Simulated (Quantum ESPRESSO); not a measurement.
Crystal: MoS2.

```xyz
3
Lattice="0.0000 2.9960 2.9960 2.9960 0.0000 2.9960 2.9960 2.9960 0.0000" Properties=species:S:1:pos:R:3 pbc="T T T"
Mo    0.0000    0.0000    0.0000
S     1.4980    1.4980    1.4980
S     4.4939    4.4939    4.4939
```

Measurements of this composition are mostly on another form, of space group No. 194.

Base run:

| Property | Result |
| --- | --- |
| Program | Quantum ESPRESSO 7.5 |
| Functional | PBEsol |
| Potentials or basis | PseudoDojo 0.4.1 SR LDA standard |
| Cutoff | 1088 eV |
| Density cutoff | 4354 eV |
| k mesh | 6 × 6 × 6 |
| Occupations | gaussian, width 0.05 eV |
| Spin | collinear spin, ferromagnetic start |
| Starting moments | [2.0, 0.0, 0.0] μB |
| Hubbard terms | Mo d U = 7 eV |

Its results: band gap on the k mesh none (metal or under the smearing width); pressure 3.5 GPa; net moment 2.14 μB per cell; site moments Mo +2.33; S -0.39 μB.

Question: The run is repeated on the same cell with these changes: functional from PBEsol to RPBE. What comes out?

Answer: Band gap on the k mesh none (metal or under the smearing width); pressure 11.3 GPa; net moment 2.13 μB per cell; site moments Mo +2.42; S -0.44 μB.

RPBE binds less tightly than PBEsol, so the same cell stands under more pressure.

Caveats: the potentials were made for another functional, which shifts forces and pressure.
